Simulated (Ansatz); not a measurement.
Geometry optimisation in Ansatz: input, command and trajectory.

```yaml
crystal:
  lattice:
    - [3.8251117868, 0.0, 0.0]
    - [-1.9125558934, 3.3126439798, 0.0]
    - [0.0, 0.0, 4.0370085551]
  atoms:
    - { symbol: Be, position: [0.0, 0.0, 0.5] }
    - { symbol: Be, position: [0.3333333333, 0.6666666667, 0.0] }
    - { symbol: Be, position: [0.6666666667, 0.3333333333, 0.0] }
    - { symbol: Se, position: [0.0, 0.0, 0.0] }
basis:
  ecutwfc: 420
kpoints:
  mp_grid: { grid: [6, 6, 4] }
hamiltonian:
  xc: pbe
scf:
  occupations: { method: gaussian, width: 0.1 }
  lower_state_search: "off"
output:
  forces: true
  stress: true
  eigenvalues: true
relax:
  adjacent_minimum: "off"
  f_tol: 0.04
  max_steps: 70
  cell: { stress_tol: 0.4 }
```

```bash
ansatz run input.yaml --threads 1 --pin off --max-ram 2560MiB --backend cpu --events-out ev --progress --plain --runs-dir out
```

Level of theory: DFT PBE, scalar-relativistic, plane waves, PAW in Ansatz.

Of 7 frames 6 are shown, positions in Å and forces in eV/Å; the SCF threshold varies from step to step. Steps run on the plane waves of an earlier cell, with a Pulay correction in the pressure. The basis is chosen afresh for the last frame, the zero of the energies, and at times for earlier ones too; energy and pressure step there, also at an unchanged geometry.

```xyz
4
Lattice="3.8251 0.0000 0.0000 -1.9126 3.3126 0.0000 0.0000 0.0000 4.0370" Properties=species:S:1:pos:R:3:forces:R:3 pbc="T T T" step=1 free_energy_over_end_meV_per_atom=214.57 pressure_GPa=22.13
Be    0.0000    0.0000    2.0185    0.0000    0.0000    0.0000
Be    0.0000    2.2084    0.0000    0.0000    0.0000    0.0000
Be    1.9126    1.1042    0.0000    0.0000    0.0000    0.0000
Se    0.0000    0.0000    0.0000    0.0000    0.0000    0.0000
4
Lattice="4.0141 0.0000 0.0000 -2.0070 3.4763 0.0000 0.0000 0.0000 4.1563" Properties=species:S:1:pos:R:3:forces:R:3 pbc="T T T" step=2 free_energy_over_end_meV_per_atom=49.09 pressure_GPa=8.73
Be    0.0000    0.0000    2.0782    0.0000    0.0000    0.0000
Be    0.0000    2.3175    0.0000    0.0000    0.0000    0.0000
Be    2.0070    1.1588    0.0000    0.0000    0.0000    0.0000
Se    0.0000    0.0000    0.0000    0.0000    0.0000    0.0000
4
Lattice="4.1535 0.0000 0.0000 -2.0767 3.5970 0.0000 0.0000 0.0000 4.2497" Properties=species:S:1:pos:R:3:forces:R:3 pbc="T T T" step=3 free_energy_over_end_meV_per_atom=4.09 pressure_GPa=1.86
Be    0.0000    0.0000    2.1248    0.0000    0.0000    0.0000
Be    0.0000    2.3980    0.0000    0.0000    0.0000    0.0000
Be    2.0767    1.1990    0.0000    0.0000    0.0000    0.0000
Se    0.0000    0.0000    0.0000    0.0000    0.0000    0.0000
4
Lattice="4.1958 0.0000 0.0000 -2.0979 3.6336 0.0000 0.0000 0.0000 4.2742" Properties=species:S:1:pos:R:3:forces:R:3 pbc="T T T" step=4 free_energy_over_end_meV_per_atom=1.25 pressure_GPa=0.25
Be    0.0000    0.0000    2.1371    0.0000    0.0000    0.0000
Be    0.0000    2.4224    0.0000    0.0000    0.0000    0.0000
Be    2.0979    1.2112    0.0000    0.0000    0.0000    0.0000
Se    0.0000    0.0000    0.0000    0.0000    0.0000    0.0000
4
Lattice="4.1958 0.0000 0.0000 -2.0979 3.6336 0.0000 0.0000 0.0000 4.2742" Properties=species:S:1:pos:R:3:forces:R:3 pbc="T T T" step=5 free_energy_over_end_meV_per_atom=0.11 pressure_GPa=0.32
Be    0.0000    0.0000    2.1371    0.0000    0.0000    0.0000
Be    0.0000    2.4224    0.0000    0.0000    0.0000    0.0000
Be    2.0979    1.2112    0.0000    0.0000    0.0000    0.0000
Se    0.0000    0.0000    0.0000    0.0000    0.0000    0.0000
4
Lattice="4.2064 0.0000 0.0000 -2.1032 3.6429 0.0000 0.0000 0.0000 4.2756" Properties=species:S:1:pos:R:3:forces:R:3 pbc="T T T" step=7 free_energy_over_end_meV_per_atom=0.00 pressure_GPa=0.01
Be    0.0000    0.0000    2.1378    0.0000    0.0000    0.0000
Be    0.0000    2.4286    0.0000    0.0000    0.0000    0.0000
Be    2.1032    1.2143    0.0000    0.0000    0.0000    0.0000
Se    0.0000    0.0000    0.0000    0.0000    0.0000    0.0000
```

The start puts this composition into another compound's structure type, which needn't suit it. At the end the space group is P6/mmm (tolerance 0.05 Å).

Time: 8.8 s on 1 thread of Arm Neoverse V2, with other jobs on the host, peak memory 0.32 GiB.

The k mesh is coarse.